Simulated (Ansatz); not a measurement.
# Does disorder add resistance in series? W(100) layers with 50 % Nb

Two lengths of the disordered region are known. What area resistance does the third give?

**Method.** Ansatz 0.2.0, plane waves with PAW datasets at their recommended cutoffs (420 eV for most), Fermi-Dirac smearing; ballistic transmission by layer matching. The area resistance is RA = A (h/2e²)(1/T − 1/N), with T the zone-mean transmission per spin and N the lead's channels, both averaged over a few energies near the Fermi level; for magnets each spin is taken apart, with h/e², and the two conduct in parallel. Lateral cell 2x2, PBE, a fresh random draw for each length.

Results; the value marked ? is to be predicted:

| length (Å) | channels N | RA (fΩ m²) |
| --- | --- | --- |
| 6.33 | 5.448 | 0.604 |
| 12.7 | 5.490 | 0.975 |
| 19.0 | 5.448 | ? |

**Fit on the rows shown.**

Ohm's law makes RA linear in the length: the slope is (0.975 − 0.604)/(12.7 − 6.33) = 0.0586 fΩ m² per Å, or 59 µΩ cm. Then 0.975 + 0.0586 × 6.33. Predicted: 1.35 fΩ m².

Check against the run:

1.21 fΩ m², so the prediction is 11 % too high. The three lengths together give 48 µΩ cm. The two increments are 0.37 and 0.24 fΩ m²; with one draw for each length, their difference can't be told from scatter.

Caveats: The scatterers repeat sideways with the small cell. The slope is a raw one; a model of isotropic scattering puts it 1.03 times the bulk value over these lengths. Atoms sit unrelaxed on the host's lattice, and the pair may not mix at random in practice. Spin-orbit coupling is left out, which matters for W.
